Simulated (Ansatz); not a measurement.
Input and command of a plane-wave DFT calculation in Ansatz:

```yaml
crystal:
  lattice:
    - [3.0309987015, 0.0, 0.0]
    - [-1.5154993507, 2.6249218743, 0.0]
    - [0.0, 0.0, 3.2377]
  atoms:
    - { symbol: Ti, position: [0.6666666667, 0.3333333333, 0.0] }
    - { symbol: O, position: [0.0, 0.0, 0.5] }
basis:
  ecutwfc: 50
kpoints:
  mp_grid: { grid: [12, 12, 12] }
hamiltonian:
  xc: r2scan
scf:
  occupations: { method: gaussian, width: 0.01 }
  max_iter: 91
output:
  forces: true
  stress: true
  eigenvalues: true
```

```bash
ansatz run input.yaml --threads 1 --pin off --max-ram 2560MiB --backend cpu --events-out ev --progress --plain --runs-dir out
```

Processor: Intel(R) Xeon(R) Platinum 8488C (Sapphire Rapids), 1 thread, on a host shared with other jobs.

Q: How long does it run, and how much memory does it take?

A: About 1.3 s on 1 thread of Intel(R) Xeon(R) Platinum 8488C (Sapphire Rapids) (shared host), peak memory 0.29 GiB. It solves 13 bands at 133 k points (the mesh reduced by symmetry) with about 21 plane waves, in 9 SCF iterations.
